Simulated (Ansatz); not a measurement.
# CaO: the change of energy less free atoms and pressure with volume per atom

All results are calculated (Ansatz 0.2.0). Periodic Kohn-Sham DFT of a crystal at fixed atoms; pressure and stress are positive in compression; the energy is the free energy less that of spherical unpolarised free atoms; site moments are those in the method's own spheres, positive along +z.

Cell of the first row (space group F-43m, No. 216):
```
CaO
1.0
      0.0000     2.5688     2.5688
      2.5688     0.0000     2.5688
      2.5688     2.5688     0.0000
Ca O
1 1
Direct
  0.00000 0.00000 0.00000
  0.25000 0.25000 0.25000
```

Settings of every row: method all-electron LAPW; functional PBE; relativity scalar; k mesh 11x11x11; filling fermi-dirac; smearing width 0.05 eV; basis error target 0.25 meV/atom; nucleus gaussian.

Atom start moment: 0 on all atoms.

Limits: the cell comes from a prototype or a list of computed structures and needn't be the stable phase.

```csv
row,volume per atom (Å³),energy less free atoms (eV/atom),pressure (GPa)
1,16.95,-6.2098,5.279
2,17.662,-6.2248,1.599
3,18.022,-6.2265,0.001
4,18.383,?,?
5,19.104,-6.2126,-3.923
```

Question: what energy less free atoms and pressure should row 4 give?

Worked fit of energy less free atoms. Take u = (V_r/V)^(2/3) − 1 with V_r = 17.842 Å³ an atom, which is twice the finite (Eulerian) strain; such expansions in the strain, on which the Birch-Murnaghan equation of state is built, carry the rest volume and the bulk modulus. The shown rows have u = 0.03478, 0.00678, -0.00667, -0.04454. Least squares give energy less free atoms = −6.2261 + 0.1301 × u + 9.725 × u² eV/atom; a straight line predicts inner rows, each left out in turn, worse (root mean square 0.0099 against 6.6e-05 eV/atom). All shown rows lie on it to the printed digit. Its lowest point lies at u = -0.0067, or V = 18.02 Å³ an atom, and the curvature there gives the bulk modulus at fixed shape and fractions, B = (4/9)(1 + u)² E″(u)/V = 75.8 GPa. The withheld row has u = -0.01972, so the fit gives −6.2261 + 0.1301 × (-0.01972) + 9.725 × (-0.01972)² = -6.2249 eV/atom.

The calculation gave -6.2249 eV/atom. The fit meets it to the printed digit.

Worked fit of pressure. Take u = (V_r/V)^(2/3) − 1 with V_r = 17.842 Å³ an atom, which is twice the finite (Eulerian) strain; such expansions in the strain, on which the Birch-Murnaghan equation of state is built, carry the rest volume and the bulk modulus. The shown rows have u = 0.03478, 0.00678, -0.00667, -0.04454. Least squares give pressure = 0.78 + 118.931 × u + 299.6 × u² GPa; a straight line predicts inner rows, each left out in turn, worse (root mean square 0.31 against 0.0021 GPa). The rows lie off it by 0.000, -0.001, 0.001, 0.000. The pressure vanishes at u = -0.0067, or V = 18.02 Å³ an atom, and there the bulk modulus at fixed shape and fractions is B = −V dP/dV = (2/3)(1 + u) dP/du = 76.1 GPa. The withheld row has u = -0.01972, so the fit gives 0.78 + 118.931 × (-0.01972) + 299.6 × (-0.01972)² = -1.449 GPa.

The calculation gave -1.443 GPa. The fit lies 0.006 GPa (0.065 % of the column's range) below it; its largest miss of a shown row is 0.001 GPa.
